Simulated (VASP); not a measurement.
Write the native input for VASP 6.6.1 that does the following.

| Quantity | Value |
| --- | --- |
| Task | relaxation of cell and atoms |
| Functional | PBEsol |
| Potentials or basis | VASP PAW PBE potentials, release 64 (Cu) |
| Cutoff | 600 eV |
| k mesh | 18 × 18 × 18 |
| Occupations | methfessel-paxton, width 0.1 eV |
| Spin | no spin polarisation |
| Target pressure | 21.1 GPa |
| Further INCAR settings | ALGO = Normal; EDIFF = 1e-06; IBRION = 2; EDIFFG = -0.01; NSW = 90; ISIF = 3 |
| Target pressure | 21.1 GPa |

The structure of Cu lies in POSCAR:

```
Cu
1.0
    0.0000000000      1.8075000000      1.8075000000
    1.8075000000      0.0000000000      1.8075000000
    1.8075000000      1.8075000000      0.0000000000
Cu
1
Direct
    0.0000000000      0.0000000000      0.0000000000
```

The input as run:

INCAR

```
SYSTEM = Cu
  ALGO = Normal
  EDIFF = 1E-6
  EDIFFG = -0.01
  ENCUT = 600
  GGA = PS
  IBRION = 2
  ISIF = 3
  ISMEAR = 1
  LASPH = .True.
  LCHARG = .False.
  LREAL = .False.
  LWAVE = .False.
  NELM = 80
  NSW = 90
  PREC = Accurate
  PSTRESS = 211.0
  SIGMA = 0.1
```

KPOINTS

```
k-points
0
Gamma
  18 18 18
  0 0 0
```

Potentials or basis: VASP PAW PBE potentials, release 64 (Cu).

Launch:

```console
$ cat potpaw_PBE.64/Cu/POTCAR > POTCAR
$ mpirun -np 1 vasp_std > vasp.out
```

Results of the run:

| Property | Result |
| --- | --- |
| Relaxed volume | 10.28 Å³/atom |
| Relaxed cell | a = 2.441 Å, b = 2.441 Å, c = 2.441 Å, α = 60.00°, β = 60.00°, γ = 60.00° |
| Space group after relaxing (to 0.05 Å) | Fm-3m (No. 225) |
| Energy change on relaxing (the enthalpy is what falls) | +56.8 meV/atom |
| Ionic steps | 4 |
| Pressure after relaxing | 21.0 GPa |
| Band gap on the k mesh | none (metal or under the smearing width) |

Caveat: the cell is relaxed towards a set pressure, so the enthalpy falls and the energy may rise; the PAW data sets were made with another functional, which shifts forces and pressure a little.

It took 44 s on 1 thread of Intel(R) Xeon(R) Platinum 8259CL CPU @ 2.50GHz (Skylake/Cascade Lake), on a shared host, peak memory 0.15 GiB.
